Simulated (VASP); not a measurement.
A run of VASP 6.6.1 is set up as follows.

Contents of POSCAR:

```
NaF                                     
1.0
    0.0000000000      2.2743056719      2.2743056719
    2.2743056719      0.0000000000      2.2743056719
    2.2743056719      2.2743056719     -0.0000000000
  Na              F             
     1     1
Direct
     0.0000000000000000    0.0000000000000000    0.0000000000000000
     0.5000000000000000    0.5000000000000000    0.5000000000000000
```

File INCAR.step1:

```
  ALGO = Normal
  EDIFF = 1E-6
  ENCUT = 520
  GGA = PE
  GGA_COMPAT = F
  ISIF = 2
  ISMEAR = 0
  KPAR = 4
  LASPH = T
  LCHARG = T
  LORBIT = 11
  LREAL = F
  LSORBIT = T
  LWAVE = F
  MAGMOM = 0 0 0 0 0 0
  NELM = 80
  PREC = Accurate
  SIGMA = 0.02
```

KPOINTS.step1

```
k-points
0
Gamma
  10 10 10
```

INCAR.step2

```
  ALGO = Normal
  EDIFF = 1E-6
  ENCUT = 520
  GGA = PE
  GGA_COMPAT = F
  ICHARG = 11
  ISIF = 2
  ISMEAR = 0
  KPAR = 4
  LASPH = T
  LCHARG = F
  LORBIT = 11
  LREAL = F
  LSORBIT = T
  LWAVE = F
  MAGMOM = 0 0 0 0 0 0
  NELM = 80
  PREC = Accurate
  SIGMA = 0.05
```

The input KPOINTS.step2:

```
path GXWKGLUWLK,UX
15
line-mode
reciprocal
 0.0000000000  0.0000000000  0.0000000000  G
 0.5000000000  0.0000000000  0.5000000000  X

 0.5000000000  0.0000000000  0.5000000000  X
 0.5000000000  0.2500000000  0.7500000000  W

 0.5000000000  0.2500000000  0.7500000000  W
 0.3750000000  0.3750000000  0.7500000000  K

 0.3750000000  0.3750000000  0.7500000000  K
 0.0000000000  0.0000000000  0.0000000000  G

 0.0000000000  0.0000000000  0.0000000000  G
 0.5000000000  0.5000000000  0.5000000000  L

 0.5000000000  0.5000000000  0.5000000000  L
 0.6250000000  0.2500000000  0.6250000000  U

 0.6250000000  0.2500000000  0.6250000000  U
 0.5000000000  0.2500000000  0.7500000000  W

 0.5000000000  0.2500000000  0.7500000000  W
 0.5000000000  0.5000000000  0.5000000000  L

 0.5000000000  0.5000000000  0.5000000000  L
 0.3750000000  0.3750000000  0.7500000000  K

 0.6250000000  0.2500000000  0.6250000000  U
 0.5000000000  0.0000000000  0.5000000000  X
```

Potentials or basis: VASP PAW PBE potentials, release 64 (Na_pv, F).

Launch:

```console
$ cat potpaw_PBE.64/Na_pv/POTCAR potpaw_PBE.64/F/POTCAR > POTCAR
$ cp INCAR.step1 INCAR
$ cp KPOINTS.step1 KPOINTS
$ mpirun -np 4 vasp_ncl > vasp.out
$ cp INCAR.step2 INCAR
$ cp KPOINTS.step2 KPOINTS
$ mpirun -np 4 vasp_ncl > vasp.out
```

(1) What does it give for the net moment?

## Answers

(1) 0.00 μB per cell.
